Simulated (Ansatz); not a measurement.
# InP: the cost of one run

Method: DFT, PBE, plane-wave PAW, default files, scalar-relativistic, in Ansatz 0.2.0.

### Step 1. Starting point

Symmetry: F-43m, No. 216, cubic system. The conventional cell has a = 5.869 Å, b = 5.869 Å, c = 5.869 Å, α = 90.00°, β = 90.00°, γ = 90.00°. Around In (site symmetry -43m) lie 4 P at 2.54 Å. P (site symmetry -43m) has 4 In at 2.54 Å as nearest neighbours.

Structure file:

```
In P
1.0
     0.00000    2.93435    2.93435
     2.93435    0.00000    2.93435
     2.93435    2.93435    0.00000
In P
1 1
Direct
  0.00000 0.00000 0.00000
  0.25000 0.25000 0.25000
```

### Step 2. First run, atoms as given

input.yaml

```yaml
crystal:
  lattice:
    - [0.0, 2.93435, 2.93435]
    - [2.93435, 0.0, 2.93435]
    - [2.93435, 2.93435, 0.0]
  atoms:
    - { symbol: In, position: [0.0, 0.0, 0.0] }
    - { symbol: P, position: [0.25, 0.25, 0.25] }
kpoints:
  mp_grid: { grid: [13, 13, 13] }
scf:
  occupations: { method: fermi_dirac, width: 0.02 }
hamiltonian:
  xc: pbe
  pseudopotentials: { kind: paw }
output:
  forces: true
  stress: true
  populations: true
  efg: { quadrupole_moments_barn: { In: 0.772 }, contact_densities: true }
  write_density: true
  write_potential: true
  elf: true
  volumetric_format: npy
```

Command:

```console
$ ansatz run input.yaml --threads 1 --pin off --max-ram 3072MiB --backend cpu --events-out ev --progress --plain --runs-dir out
```

Q: Estimate wall time and peak memory on 1 thread of Intel Xeon Platinum 8488C (Sapphire Rapids), shared host.

About 6.6 s, with a peak of 0.47 GiB.
